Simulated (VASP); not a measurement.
CdO (Monteponite):

```
Cd O
1.0
     0.00000    2.34950    2.34950
     2.34950    0.00000    2.34950
     2.34950    2.34950    0.00000
Cd O
1 1
Direct
  0.00000 0.00000 0.00000
  0.50000 0.50000 0.50000
```

| Quantity | Value |
| --- | --- |
| Program | VASP 6.6.1 |
| Task | relaxation of cell and atoms |
| Functional | LDA |
| Potentials or basis | VASP PAW LDA potentials, release 64 (Cd, O) |
| Cutoff | 600 eV |
| k mesh | 12 × 12 × 12 |
| Occupations | gaussian, width 0.03 eV |
| Spin | no spin polarisation |

At the start: pressure -4.6 GPa; volume 12.97 Å³/atom.

Where does the relaxation end?

Over 3 steps the energy falls by 5.7 meV/atom and the volume is 12.59 Å³/atom (-3.0 %); space group Fm-3m (No. 225, to 0.05 Å).

Step by step:
| step | energy change (eV) | largest force (eV/Å) | pressure (GPa) | volume (Å³) |
| --- | --- | --- | --- | --- |
| 1 | 0.0000 | 0.0000 | -4.57 | 25.94 |
| 2 | -0.0039 | 0.0000 | 4.06 | 24.57 |
| 3 | -0.0113 | 0.0000 | -0.04 | 25.17 |

Final structure:
```cif
data_structure
_symmetry_space_group_name_H-M 'P 1'
_symmetry_Int_Tables_number 1
_cell_length_a 3.2896
_cell_length_b 3.2896
_cell_length_c 3.2896
_cell_angle_alpha 60.000
_cell_angle_beta 60.000
_cell_angle_gamma 60.000
_cell_volume 25.17
loop_
_atom_site_label
_atom_site_type_symbol
_atom_site_fract_x
_atom_site_fract_y
_atom_site_fract_z
_atom_site_occupancy
Cd1 Cd 0.00000 0.00000 0.00000 1
O1 O 0.50000 0.50000 0.50000 1
```
